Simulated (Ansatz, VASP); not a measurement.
**HfO2 in VASP and in Ansatz**

```
CELL_PARAMETERS angstrom
0.00000 2.55145 2.46330
2.55145 0.00000 2.46330
2.55145 2.55145 0.00000
ATOMIC_POSITIONS crystal
Hf 0.00000 0.00000 0.00000
O 0.25000 0.25000 0.25000
O 0.75000 0.75000 0.75000
```

Change from the starting cell: mode 4 frozen in at +0.000 Å, strain +e along z and -e/2 along x and y -0.0233.

Alike in both runs: task single point; functional PBEsol; k mesh 8 × 8 × 8; occupations gaussian, width 0.05 eV; no spin polarisation.

|  | VASP | Ansatz |
| --- | --- | --- |
| version | VASP 6.6.1 | Ansatz 0.2.0 |
| potentials or method | VASP PAW PBE potentials, release 64 (Hf_pv, O) | scalar-relativistic, plane waves, PAW |
| plane-wave cutoff (eV) | 520 | 520 |
| valence electrons in the cell | 22 | 38 |

Ansatz gave:

| Item | Value |
| --- | --- |
| gap on the k mesh at the Fermi level (eV) | 3.34 |
| least direct gap on the mesh (eV) | 3.41 |
| pressure (GPa) | 0.2 |
| largest component of the traceless stress (GPa) | 10.96 |

Problem. Estimate VASP's values.

Solution. gap on the k mesh at the Fermi level (eV): 3.34; least direct gap on the mesh (eV): 3.42; pressure (GPa): -3.6; largest component of the traceless stress (GPa): 11.15.

The functional is the same, so the differences come from potentials, cutoffs and numerics. The two sets of potentials don't hold the same shells in valence. Ansatz warned: «pseudo_functional_mismatch».

Caveats: the PAW data sets were made with another functional, which shifts forces and pressure a little (VASP); spin-orbit coupling is left out, which moves the levels of the heavy elements. A k mesh can miss the band edges.
